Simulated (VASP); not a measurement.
Ca, 2 atoms in the cell. It takes space group Fd-3m (No. 227, cubic). Conventional cell: a = 8.781 Å, b = 8.781 Å, c = 8.781 Å, α = 90.00°, β = 90.00°, γ = 90.00°. Ca (site symmetry -43m) has 4 Ca at 3.80 Å as nearest neighbours. This isn't the form of Ca at room conditions, which is fcc.

```yaml
Program: VASP 6.6.1
Task: single point
Functional: RPBE
Potentials_or_basis: VASP PAW PBE potentials, release 64 (Ca_sv)
Cutoff: 520 eV
k_mesh: 10 × 10 × 10
Occupations: fermi-dirac, width 0.1 eV
Spin: no spin polarisation
Dipole_correction: no
Further_INCAR_settings: ALGO = Fast; EDIFF = 1e-07; NBANDS = 17
```

Potentials or basis: VASP PAW PBE potentials, release 64 (Ca_sv).

The run is started by

```console
$ cat potpaw_PBE.64/Ca_sv/POTCAR > POTCAR
$ mpirun -np 1 vasp_std > vasp.out
```

Hardware: 1 thread of Intel(R) Xeon(R) Platinum 8559C (Emerald Rapids), on a shared host.

**Question.** Estimate the wall time of this run.

**Answer.** Run time: 120 s on 1 thread of Intel(R) Xeon(R) Platinum 8559C (Emerald Rapids) (shared host), peak memory 0.37 GiB. Counts: scf iterations 22, k points 47.
